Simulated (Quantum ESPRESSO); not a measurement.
# MgS: band structure with LDA

The system is MgS.

```
S Mg
1.0
     0.00000    2.83312    2.83312
     2.83312    0.00000    2.83312
     2.83312    2.83312    0.00000
S Mg
1 1
Direct
  0.25000 0.25000 0.25000
  0.00000 0.00000 0.00000
```

The cell comes from a database or a generator and needn't be the stable form of this composition.

```json
{
 "Program": "Quantum ESPRESSO 7.5",
 "Task": "band structure",
 "Functional": "LDA",
 "Potentials or basis": "GBRV 1.5 LDA",
 "Cutoff": "612 eV",
 "Density cutoff": "4898 eV",
 "k mesh": "8 × 8 × 8",
 "Occupations": "fermi-dirac, width 0.05 eV",
 "Spin": "no spin polarisation",
 "Form of the LDA correlation": "PZ81",
 "Mixing beta": "0.5",
 "Most SCF iterations": "120",
 "SCF threshold": "4e-10 Ry"
}
```

The pressure is -2.2 GPa, the band gap on the k mesh is 3.17 eV, direct and the band gap along the path is 3.17 eV, direct.

Levels at the corners of the path, in eV from the valence-band top:
| point | band 5 | band 6 | band 7 | band 8 | band 9 | band 10 | band 11 | band 12 |
| --- | --- | --- | --- | --- | --- | --- | --- | --- |
| Γ | -11.24 | 0.00 | 0.00 | 0.00 | 3.17 | 7.74 | 7.74 | 7.74 |
| X | -10.32 | -2.88 | -1.05 | -1.05 | 3.66 | 5.42 | 10.86 | 12.00 |
| W | -10.31 | -2.35 | -1.87 | -1.36 | 5.34 | 7.70 | 7.97 | 8.30 |
| K | -10.33 | -2.54 | -1.92 | -0.83 | 4.62 | 6.76 | 9.33 | 9.95 |
| Γ | -11.24 | 0.00 | 0.00 | 0.00 | 3.17 | 7.74 | 7.74 | 7.74 |
| L | -10.54 | -3.20 | -0.33 | -0.33 | 4.85 | 7.44 | 7.44 | 8.36 |
| U | -10.33 | -2.54 | -1.92 | -0.83 | 4.62 | 6.76 | 9.33 | 9.95 |
| W | -10.31 | -2.35 | -1.87 | -1.36 | 5.34 | 7.70 | 7.97 | 8.30 |
| L | -10.54 | -3.20 | -0.33 | -0.33 | 4.85 | 7.44 | 7.44 | 8.36 |
| K | -10.33 | -2.54 | -1.92 | -0.83 | 4.62 | 6.76 | 9.33 | 9.95 |
| U | -10.33 | -2.54 | -1.92 | -0.83 | 4.62 | 6.76 | 9.33 | 9.95 |
| X | -10.32 | -2.88 | -1.05 | -1.05 | 3.66 | 5.42 | 10.86 | 12.00 |

It took 40 s on 2 MPI ranks on Intel(R) Xeon(R) Platinum 8175M CPU @ 2.50GHz (Skylake/Cascade Lake), on a shared host, peak memory 0.26 GiB a rank.

Caveat: some levels on the path didn't converge. A hybrid or GW would open this gap; LDA tends to underestimate it.
